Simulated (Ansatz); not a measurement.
# SiC: the order of phases at one pressure

Aim: bring SiC in several structures (rocksalt, CsCl, zincblende, wurtzite, NiAs) to one pressure and rank them by enthalpy. The pressure is set by scaling the first phase. Methods of the runs shown: LAPW. Companion runs by PAW are cited.

Computed with Ansatz 0.2.0 (DFT, PBE, all-electron LAPW, scalar-relativistic, unless a step's input says otherwise).

## (1) The structure to begin with

Symmetry: Fm-3m, No. 225, cubic system. The conventional cell has a = 3.600 Å, b = 3.600 Å, c = 3.600 Å, α = 90.00°, β = 90.00°, γ = 90.00°. Si (site symmetry m-3m) is surrounded by 6 C at 1.80 Å. Around C (site symmetry m-3m) lie 6 Si at 1.80 Å.

As a file:

```
Si C
1.0
     0.00000    1.79995    1.79995
     1.79995    0.00000    1.79995
     1.79995    1.79995    0.00000
Si C
1 1
Direct
  0.00000 0.00000 0.00000
  0.50000 0.50000 0.50000
```

Atoms are numbered in the order of the input: Si1, C2.

## (2) Rocksalt relaxed under pressure, LAPW

Contents of input.yaml:

```yaml
crystal:
  lattice:
    - [0.0, 1.7999475071, 1.7999475071]
    - [1.7999475071, 0.0, 1.7999475071]
    - [1.7999475071, 1.7999475071, 0.0]
  atoms:
    - { symbol: Si, position: [0.0, 0.0, 0.0] }
    - { symbol: C, position: [0.5, 0.5, 0.5] }
kpoints:
  mp_grid: { grid: [17, 17, 17] }
scf:
  occupations: { method: fermi_dirac, width: 0.05 }
hamiltonian:
  xc: pbe
  pseudopotentials: { kind: all_electron, lapw: { basis_error: 0.0005 } }
output:
  forces: true
  stress: true
  eigenvalues: true
relax:
  f_tol: 0.005
  max_steps: 12
  cell: { p_target: 190.0, stress_tol: 0.095 }
```

Command:

```sh
$ ansatz run input.yaml --threads 1 --pin off --max-ram 3584MiB --backend cpu --events-out ev --progress --plain --runs-dir out
```

The program printed (excerpt; [...] marks lines left out):

```text
[...]
LAPW: plane waves up to 10.874 Å⁻¹, error target 5.0e-4 eV per atom; small_component_spin mean_spin; C in spheres of 0.807 Å, 6 of its electrons in bands, Dirac shells []; Si in spheres of 0.939 Å, 12 of its electrons in bands, Dirac shells []
[...]
Pseudopotentials: kind: all_electron
Pseudopotential: Si, LAPW, valence charge 12, Koelling and Harmon's equation, gaussian nucleus
Pseudopotential: C, LAPW, valence charge 6, Koelling and Harmon's equation, gaussian nucleus
Functional definition: PBE
[...]
Crystal: 2 atoms, lattice volume = 11.663 Å³
Basis set: ecut = 450.54241448811325 eV, 259 PW (Γ), exchange–correlation at level 2
Bands: 13, of which v1, the nominal top of the filled ones, is band 9 counted from 1 (8 counted from 0)
Symmetry: 48 space group operations
Space group: Fm-3m (ITA 225), of the structure as read, at distance tolerance 2.3e-5 Å
k-points: 165 of 4913
[...]
SCF iter   1: F=—  HF=-8927.904424 eV  |F-HF|=—  |Δ(HF+E_count)|=         —  Δρ=2.07e-1  dr2=4.21e0  ethr=2.34e-2  ⟨swp⟩=2.0  Hψ=15704  notcnv=0
[...]
the basis was enlarged: its passes take 159.4 KiB over the memory plan, 1 of 1 planned eigensolver slots
[...]
relax step   1: F+E_penalty+E_count = -8925.86946539 eV  Δ(F+E_penalty+E_count) = +0.000e0 eV  max|allowed force component| = 1.824e-30 eV/Å  Δτ_max = 0.0000 Å  P = +189.929 GPa  Ω = 11.663 Å³  (6 SCF iters, accepted)
[...]
relax step   2: F+E_penalty+E_count = -8925.86946540 eV  Δ(F+E_penalty+E_count) = -1.264e-9 eV  max|allowed force component| = 1.249e-30 eV/Å  Δτ_max = 0.0000 Å  P = +189.927 GPa  Ω = 11.663 Å³  stress off target by 7.27e-2 GPa  SCF on the basis re-selected at this cell (its energy is not [...]
SCF converged after 2 iterations
Free energy (F): -8925.869465 eV
[...]
E sigma→0 (E₀):  -8925.869464 eV
Entropy (-TS):   -0.000003 eV (-0.001 meV/atom)
Fermi energy:    23.663479 eV
[...]
--- Forces (eV/Å), atoms counted from 1 ---
  atom   1  Si    -0.00000000     0.00000000    -0.00000000
  atom   2  C      0.00000000     0.00000000    -0.00000000
[...]
--- Stress (GPa, compression-positive) ---
      189.927260       0.000000       0.000000
        0.000000     189.927260       0.000000
        0.000000       0.000000     189.927260
  P = ⅓ Tr σ = 189.9273 GPa (1899.273 kbar)
--- Band table (eV; the first three rows and the last of 165) ---
  k-point 0: bands = ["-240.3261", "-111.6322", "-67.6601", "-67.6601", "-67.6601", "0.2575", "23.3054", "23.3054", "23.3054", "32.2966", "32.2966", "32.2966", "38.1652"]
[...]
--- Relaxed structure (1 steps of the walk, 1 accepted, 1 SCFs on fresh bases) ---
  F+E_penalty+E_count = -8925.86946540 eV   max|allowed force component| = 1.249e-30 eV/Å   (the final SCF, on the basis selected at the relaxed cell)
  cell:  # Å, volume = 11.6630 Å³
    - [0.0, 1.7999475071, 1.7999475071]
    - [1.7999475071, 0.0, 1.7999475071]
    - [1.7999475071, 1.7999475071, 0.0]
  atoms:
    - { symbol: Si, position: [0.0, 0.0, 0.0] }
    - { symbol: C, position: [0.5, 0.5, 0.5] }
```

It took 23 s on 1 thread of AMD EPYC 7R43 (Zen 3), shared host; peak memory 0.45 GiB.

Step by step:

```csv
step,energy from step 1 (eV/cell),largest force component (eV/Å),pressure (GPa),volume (Å³)
1,0.0000,0.0000,189.93,11.66
2,0.0000,0.0000,189.93,11.66
```

Step 1 is the start. Step 2 repeats the geometry before on a plane-wave basis chosen anew for that cell, so the energy can jump there without any move; the table keeps such jumps.

| input's cell | before | after | change |
| --- | --- | --- | --- |
| a (Å) | 2.546 | 2.546 | +0.0 % |
| b (Å) | 2.546 | 2.546 | +0.0 % |
| c (Å) | 2.546 | 2.546 | +0.0 % |
| volume (Å³/atom) | 5.83 | 5.83 | +0.0 % |

In short: pressure 189.93 GPa; gap on the k mesh 0.69 eV (an odd mesh misses the zone boundary).

## (3) CsCl relaxed under pressure, LAPW

Changes to input.yaml since step 2:

```diff
@@ -2,5 +2,5 @@
   lattice:
-    - [0.0, 1.7999475071, 1.7999475071]
-    - [1.7999475071, 0.0, 1.7999475071]
-    - [1.7999475071, 1.7999475071, 0.0]
+    - [2.2855385659, 0.0, 0.0]
+    - [0.0, 2.2855385659, 0.0]
+    - [0.0, 0.0, 2.2855385659]
   atoms:
@@ -9,3 +9,3 @@
 kpoints:
-  mp_grid: { grid: [17, 17, 17] }
+  mp_grid: { grid: [16, 16, 16] }
 scf:
```

Command:

```sh
$ ansatz run input.yaml --threads 1 --pin off --max-ram 3584MiB --backend cpu --events-out ev --progress --plain --runs-dir out
```

The program printed (excerpt; [...] marks lines left out):

```text
[...]
LAPW: plane waves up to 9.834 Å⁻¹, error target 5.0e-4 eV per atom; small_component_spin mean_spin; C in spheres of 0.905 Å, 6 of its electrons in bands, Dirac shells []; Si in spheres of 1.015 Å, 12 of its electrons in bands, Dirac shells []
[...]
[... 4 set-up lines as earlier in the session ...]
[...]
Crystal: 2 atoms, lattice volume = 11.939 Å³
Basis set: ecut = 368.42910548797795 eV, 179 PW (Γ), exchange–correlation at level 2
Bands: 13, of which v1, the nominal top of the filled ones, is band 9 counted from 1 (8 counted from 0)
[... 1 set-up line as earlier in the session ...]
Space group: Pm-3m (ITA 221), of the structure as read, at distance tolerance 2.3e-5 Å
k-points: 165 of 4096
[...]
      190.060214      -0.000000       0.000000
       -0.000000     190.060214      -0.000000
        0.000000      -0.000000     190.060214
  P = ⅓ Tr σ = 190.0602 GPa (1900.602 kbar)
--- Band table (eV; the first three rows and the last of 165) ---
  k-point 0: bands = ["-242.5949", "-111.7547", "-67.7675", "-67.7675", "-67.7675", "0.0178", "21.4134", "21.4134", "21.4134", "26.9050", "26.9050", "31.2838", "43.2748"]
[...]
--- Relaxed structure (2 steps of the walk, 2 accepted, 1 SCFs on fresh bases) ---
  F+E_penalty+E_count = -8922.76270108 eV   max|allowed force component| = 1.397e-31 eV/Å   (the final SCF, on the basis selected at the relaxed cell)
  cell:  # Å, volume = 11.9401 Å³
    - [2.2856126344857457, -1.6049416203226965e-35, -4.012354050806741e-36]
    - [-1.6049416203226965e-35, 2.2856126344857457, -1.2538606408771066e-37]
    - [-4.012354050806741e-36, 0.0, 2.2856126344857457]
  atoms:
    - { symbol: Si, position: [2.194424823250989e-37, -1.3525207708490968e-108, -1.0972124116254946e-37] }
    - { symbol: C, position: [0.5, 0.5, 0.5] }
```

Wall time 26 s (1 thread of AMD EPYC 7R43 (Zen 3), shared host); peak memory 0.41 GiB.

Step by step:

```csv
step,energy from step 1 (eV/cell),largest force component (eV/Å),pressure (GPa),volume (Å³)
1,0.0000,0.0000,190.14,11.94
2,-0.0014,0.0000,190.06,11.94
3,-0.0014,0.0000,190.06,11.94
```

Step 1 is the start. Step 3 repeats the geometry before on a plane-wave basis chosen anew for that cell, so the energy can jump there without any move; the table keeps such jumps.

| input's cell | before | after | change |
| --- | --- | --- | --- |
| a (Å) | 2.286 | 2.286 | +0.0 % |
| b (Å) | 2.286 | 2.286 | +0.0 % |
| c (Å) | 2.286 | 2.286 | +0.0 % |
| volume (Å³/atom) | 5.97 | 5.97 | +0.0 % |

Result: pressure 190.06 GPa; no gap.

## (4) Zincblende relaxed under pressure, LAPW

Contents of input.yaml:

```yaml
crystal:
  lattice:
    - [0.0, 1.9090141995, 1.9090141995]
    - [1.9090141995, 0.0, 1.9090141995]
    - [1.9090141995, 1.9090141995, 0.0]
  atoms:
    - { symbol: Si, position: [0.0, 0.0, 0.0] }
    - { symbol: C, position: [0.25, 0.25, 0.25] }
kpoints:
  mp_grid: { grid: [17, 17, 17] }
scf:
  occupations: { method: fermi_dirac, width: 0.05 }
hamiltonian:
  xc: pbe
  pseudopotentials: { kind: all_electron, lapw: { basis_error: 0.0005 } }
output:
  forces: true
  stress: true
  eigenvalues: true
relax:
  f_tol: 0.005
  max_steps: 12
  cell: { p_target: 190.0, stress_tol: 0.095 }
```

Command:

```sh
$ ansatz run input.yaml --threads 1 --pin off --max-ram 3584MiB --backend cpu --events-out ev --progress --plain --runs-dir out
```

The program printed:

```text
The last accepted step is kept in <dir> (removed where the run ends without a failure and the disk answers)
LAPW: plane waves up to 11.921 Å⁻¹, error target 5.0e-4 eV per atom; small_component_spin mean_spin; C in spheres of 0.732 Å, 6 of its electrons in bands, Dirac shells []; Si in spheres of 0.872 Å, 12 of its electrons in bands, Dirac shells []
Engine: ansatz 0.2.0
[... 4 set-up lines as earlier in the session ...]
  parameter kappa = 0.804
  parameter beta = 0.06672455060314922
  exchange = pbe_x(kappa = kappa, mu = beta*pi^2/3)
  correlation = pbe_c(beta = beta)
Crystal: 2 atoms, lattice volume = 13.914 Å³
Basis set: ecut = 541.4710310727237 eV, 411 PW (Γ), exchange–correlation at level 2
Bands: 13, of which v1, the nominal top of the filled ones, is band 9 counted from 1 (8 counted from 0)
Symmetry: 24 space group operations
Space group: F-43m (ITA 216), of the structure as read, at distance tolerance 2.4e-5 Å
k-points: 165 of 4913 (time reversal used)
Non-local potential: Si, projectors of the file, none
Non-local potential: C, projectors of the file, none
Initial density: superposition of atomic densities (chi_scale 0.1, normalization cell, long waves kept (reshape's long-wave potential 0.00 eV rms))
Initial wavefunctions: plane waves of lowest kinetic energy (no species holds an atomic orbital)
Functional: x = pbe(κ = 0.804, μ = 0.2195149727645171), c = pbe(β = 0.06672455060314922)
iter 1 solved again at ethr=4.27e-2 eV; its pass at ethr=1.00e-1 eV (dr2=7.68e0 eV) is discarded
SCF iter   1: F=—  HF=-8929.686620 eV  |F-HF|=—  |Δ(HF+E_count)|=         —  Δρ=2.40e-1  dr2=7.68e0  ethr=4.27e-2  ⟨swp⟩=2.0  Hψ=14957  notcnv=0
preconditioner: auto → none  [insulator: Δε(μ)=3.957 eV  Ē_g=19.269 eV  σ=0.050 eV  W_gap=1.00  n_scr=0 (ndim 8)  ℏωp=28.2 eV  f_vac=0.000  D(μ)=0.00/eV (n_scr^D=0)  ε∞_Penn≈3.1]
iter 2 solved again at ethr=5.38e-4 eV; its pass at ethr=4.27e-2 eV (dr2=9.68e-2 eV) is discarded
SCF iter   2: F=—  HF=-8926.532513 eV  |F-HF|=—  |Δ(HF+E_count)|=    3.15e0  Δρ=3.92e-2  dr2=9.70e-2  ethr=5.38e-4  ⟨swp⟩=2.1  Hψ=11482  notcnv=0
SCF iter   3: F=—  HF=-8926.510275 eV  |F-HF|=—  |Δ(HF+E_count)|=         —  Δρ=1.84e-2  dr2=2.22e-2  ethr=5.38e-4  ⟨swp⟩=2.0  Hψ=5775  notcnv=0
the basis was enlarged: its passes take 432.0 KiB over the memory plan, 1 of 1 planned eigensolver slots
SCF iter   4: F=—  HF=-8926.509431 eV  |F-HF|=—  |Δ(HF+E_count)|=   8.44e-4  Δρ=6.41e-3  dr2=2.90e-3  ethr=1.23e-4  ⟨swp⟩=2.0  Hψ=5325  notcnv=0
SCF iter   5: F=—  HF=-8926.509021 eV  |F-HF|=—  |Δ(HF+E_count)|=   4.10e-4  Δρ=1.14e-3  dr2=9.38e-5  ethr=1.61e-5  ⟨swp⟩=2.0  Hψ=5510  notcnv=0
SCF iter   6: F=—  HF=-8926.509026 eV  |F-HF|=—  |Δ(HF+E_count)|=   4.73e-6  Δρ=1.01e-4  dr2=6.80e-7  ethr=5.21e-7  ⟨swp⟩=2.0  Hψ=5157  notcnv=0
SCF iter   7: F=-8926.509026 eV  HF=-8926.509026 eV  |F-HF|=6.55e-11  |Δ(HF+E_count)|=   2.28e-7  Δρ=3.92e-6  dr2=9.39e-10  ethr=3.78e-9  ⟨swp⟩=3.0  Hψ=5584  notcnv=0
SCF 1 converged in 7 iterations: F = -8926.509026 eV  dr2 = 9.39e-10
relax step   1: F+E_penalty+E_count = -8926.50902602 eV  Δ(F+E_penalty+E_count) = +0.000e0 eV  max|allowed force component| = 3.238e-16 eV/Å  Δτ_max = 0.0000 Å  P = +189.553 GPa  Ω = 13.914 Å³  (7 SCF iters, accepted)
Crystal: 2 atoms, lattice volume = 13.909 Å³
Basis set: ecut = 541.6078133745233 eV, 411 PW (Γ), exchange–correlation at level 2
Initial density: handed on by an earlier stage of this run
Initial wavefunctions: those handed on with the density
iter 1 solved again at ethr=1.32e-9 eV; its pass at ethr=1.00e-1 eV (dr2=2.37e-7 eV) is discarded
SCF iter   1: F=—  HF=-8926.502785 eV  |F-HF|=—  |Δ(HF+E_count)|=         —  Δρ=5.21e-5  dr2=3.47e-7  ethr=1.32e-9  ⟨swp⟩=4.0  Hψ=11046  notcnv=0
preconditioner: auto → none  [insulator: Δε(μ)=0.948 eV  Ē_g=18.052 eV  σ=0.050 eV  W_gap=1.00  n_scr=0 (ndim 8)  ℏωp=28.2 eV  f_vac=0.000  D(μ)=0.00/eV (n_scr^D=0)  ε∞_Penn≈3.4]
iter 2 solved again at ethr=3.35e-11 eV; its pass at ethr=1.32e-9 eV (dr2=6.03e-9 eV) is discarded
SCF iter   2: F=-8926.502785 eV  HF=-8926.502785 eV  |F-HF|=2.16e-9  |Δ(HF+E_count)|=   1.41e-7  Δρ=9.50e-6  dr2=6.02e-9  ethr=3.35e-11  ⟨swp⟩=2.0  Hψ=9901  notcnv=0
SCF 2 converged in 2 iterations: F = -8926.502785 eV  dr2 = 6.02e-9
relax step   2: F+E_penalty+E_count = -8926.50278528 eV  Δ(F+E_penalty+E_count) = +6.241e-3 eV  max|allowed force component| = 2.267e-16 eV/Å  Δτ_max = 0.0000 Å  P = +189.858 GPa  Ω = 13.909 Å³  (2 SCF iters, accepted)
Crystal: 2 atoms, lattice volume = 13.906 Å³
Basis set: ecut = 541.6716700074269 eV, 411 PW (Γ), exchange–correlation at level 2
iter 1 solved again at ethr=4.05e-10 eV; its pass at ethr=1.00e-1 eV (dr2=7.30e-8 eV) is discarded
SCF iter   1: F=—  HF=-8926.499870 eV  |F-HF|=—  |Δ(HF+E_count)|=         —  Δρ=2.91e-5  dr2=9.88e-8  ethr=4.05e-10  ⟨swp⟩=4.0  Hψ=10651  notcnv=0
preconditioner: auto → none  [insulator: Δε(μ)=0.948 eV  Ē_g=18.054 eV  σ=0.050 eV  W_gap=1.00  n_scr=0 (ndim 8)  ℏωp=28.2 eV  f_vac=0.000  D(μ)=0.00/eV (n_scr^D=0)  ε∞_Penn≈3.4]
iter 2 solved again at ethr=2.72e-11 eV; its pass at ethr=4.05e-10 eV (dr2=4.89e-9 eV) is discarded
SCF iter   2: F=-8926.499870 eV  HF=-8926.499870 eV  |F-HF|=2.61e-9  |Δ(HF+E_count)|=   3.97e-8  Δρ=8.88e-6  dr2=4.89e-9  ethr=2.72e-11  ⟨swp⟩=2.0  Hψ=9888  notcnv=0
SCF 3 converged in 2 iterations: F = -8926.499870 eV  dr2 = 4.89e-9
relax step   3: F+E_penalty+E_count = -8926.49986972 eV  Δ(F+E_penalty+E_count) = +2.916e-3 eV  max|allowed force component| = 1.156e-16 eV/Å  Δτ_max = 0.0000 Å  P = +190.000 GPa  Ω = 13.906 Å³  (2 SCF iters, accepted)
iter 1 solved again at ethr=2.72e-11 eV; its pass at ethr=1.00e-1 eV (dr2=4.89e-9 eV) is discarded
SCF iter   1: F=—  HF=-8926.499870 eV  |F-HF|=—  |Δ(HF+E_count)|=         —  Δρ=8.88e-6  dr2=4.89e-9  ethr=2.72e-11  ⟨swp⟩=3.0  Hψ=9885  notcnv=0
preconditioner: auto → none  [insulator: Δε(μ)=0.947 eV  Ē_g=18.054 eV  σ=0.050 eV  W_gap=1.00  n_scr=0 (ndim 8)  ℏωp=28.2 eV  f_vac=0.000  D(μ)=0.00/eV (n_scr^D=0)  ε∞_Penn≈3.4]
SCF iter   2: F=-8926.499870 eV  HF=-8926.499870 eV  |F-HF|=8.97e-10  |Δ(HF+E_count)|=   1.46e-8  Δρ=4.70e-6  dr2=1.29e-9  ethr=2.72e-11  ⟨swp⟩=2.0  Hψ=5116  notcnv=0
SCF 4 converged in 2 iterations: F = -8926.499870 eV  dr2 = 1.29e-9
relax step   4: F+E_penalty+E_count = -8926.49986973 eV  Δ(F+E_penalty+E_count) = -1.224e-8 eV  max|allowed force component| = 1.388e-16 eV/Å  Δτ_max = 0.0000 Å  P = +190.000 GPa  Ω = 13.906 Å³  stress off target by 2.04e-4 GPa  SCF on the basis re-selected at this cell (its energy is not comparable with the rows above)  (2 SCF iters)
basis re-selected at this cell: Δ(F+E_penalty+E_count) = -1.224e-8 eV, ΔP = +0.000 GPa vs the last step (what re-selecting the basis moved, after the strain that the cell walked since its last selection, with what the two solves' SCF thresholds leave and, on support functions, any second-order correction that the steps lacked; it is no measure of the basis error at this ecutwfc). This SCF's stress stands 2.04e-4 GPa from its target on what of the cell is left free (relax.cell.stress_tol is 9.50e-2 GPa) and its largest allowed force component is 1.39e-16 eV/Å (relax.f_tol is 5.00e-3 eV/Å): within both
SCF converged after 2 iterations
Free energy (F): -8926.499870 eV
Harris-Foulkes:  -8926.499870 eV  (|F-HF|=8.97e-10)
Internal energy: -8926.499869 eV  (E = F + TS)
E sigma→0 (E₀):  -8926.499869 eV
Entropy (-TS):   -0.000001 eV (-0.000 meV/atom)
Fermi energy:    17.685878 eV
--- Per-component energies (eV) ---
  E_band       = -1061.337418
  E_kinetic    = 8993.433468
  E_xc         = -727.378633
  E_electrostatic = -17192.554705  (all electrons and nuclei)
  E_smearing   = -0.000001  (= −TS)
  E_closure    = 0.000000  (closes the sum)
  E_atoms      = -8914.489707  (free atoms, spherical and without spin; not in F)
  Σ components = -8926.499870   (vs F -8926.499870, Δ=0.00e0)
  Basis errors (estimates in eV, not in F): energy 2.8e-4 per atom: plane waves 2.6e-4 (1.6e-4 summed), levels above the bands 2.0e-113, relativity 2.4e-8, radial functions 1.7e-5, core shells 2.2e-11; eigenvalues (radial functions only) 5.0e-7; not estimated: angular momenta, meshes, grids; target (lapw.basis_error) 5.0e-4; muffin-tin radii C 0.732 Å, Si 0.871 Å
--- Forces (eV/Å), atoms counted from 1 ---
  atom   1  Si    -0.00000000    -0.00000000    -0.00000000
  atom   2  C      0.00000000     0.00000000     0.00000000
  max |Σ_I F_I| component: 5.55e-17 eV/Å
--- Stress (GPa, compression-positive) ---
      190.000204       0.000000      -0.000000
        0.000000     190.000204       0.000000
       -0.000000       0.000000     190.000204
  P = ⅓ Tr σ = 190.0002 GPa (1900.002 kbar)
--- Band table (eV; the first three rows and the last of 165) ---
  k-point 0: bands = ["-244.2759", "-114.7459", "-70.7524", "-70.7524", "-70.7524", "-1.7047", "17.1553", "17.1553", "17.1553", "27.8378", "27.8378", "27.8378", "28.2612"]
  k-point 1: bands = ["-244.2759", "-114.7459", "-70.7528", "-70.7525", "-70.7525", "-1.6133", "16.7514", "17.1068", "17.1068", "27.6840", "27.9577", "27.9577", "28.6022"]
  k-point 2: bands = ["-244.2759", "-114.7457", "-70.7540", "-70.7527", "-70.7527", "-1.3401", "15.6751", "16.9743", "16.9743", "27.4539", "28.2284", "28.2284", "29.2564"]
  k-point 164: bands = ["-244.2759", "-114.7438", "-70.7616", "-70.7608", "-70.7577", "5.8902", "9.4033", "10.1775", "11.1256", "22.9430", "28.9163", "30.0447", "31.8559"]
--- Relaxed structure (3 steps of the walk, 3 accepted, 1 SCFs on fresh bases) ---
  F+E_penalty+E_count = -8926.49986973 eV   max|allowed force component| = 1.388e-16 eV/Å   (the final SCF, on the basis selected at the relaxed cell)
  cell:  # Å, volume = 13.9064 Å³
    - [-5.031679882484398e-34, 1.9086606107195132, 1.9086606107195132]
    - [1.9086606107195132, 3.194161343121423e-33, 1.9086606107195132]
    - [1.9086606107195132, 1.9086606107195132, 6.337368965913889e-34]
  atoms:
    - { symbol: Si, position: [-1.9809405785854414e-34, 1.6236356466389955e-34, 1.9914495471721017e-34] }
    - { symbol: C, position: [0.24999999999999997, 0.24999999999999997, 0.24999999999999997] }
```

Run time: 71 s. Hardware: 1 thread of AMD EPYC 7R43 (Zen 3), shared host; peak memory 0.47 GiB.

The steps of the relaxation:

```csv
step,energy from step 1 (eV/cell),largest force component (eV/Å),pressure (GPa),volume (Å³)
1,0.0000,0.0000,189.55,13.91
2,0.0062,0.0000,189.86,13.91
3,0.0092,0.0000,190.00,13.91
4,0.0092,0.0000,190.00,13.91
```

Step 1 is the start. Step 4 repeats the geometry before on a plane-wave basis chosen anew for that cell, so the energy can jump there without any move; the table keeps such jumps.

| input's cell | before | after | change |
| --- | --- | --- | --- |
| a (Å) | 2.700 | 2.699 | -0.0 % |
| b (Å) | 2.700 | 2.699 | -0.0 % |
| c (Å) | 2.700 | 2.699 | -0.0 % |
| volume (Å³/atom) | 6.96 | 6.95 | -0.1 % |

Read from it: pressure 190.00 GPa; gap on the k mesh 0.95 eV (an odd mesh misses the zone boundary).

(Part 1 of 2 ends here.)
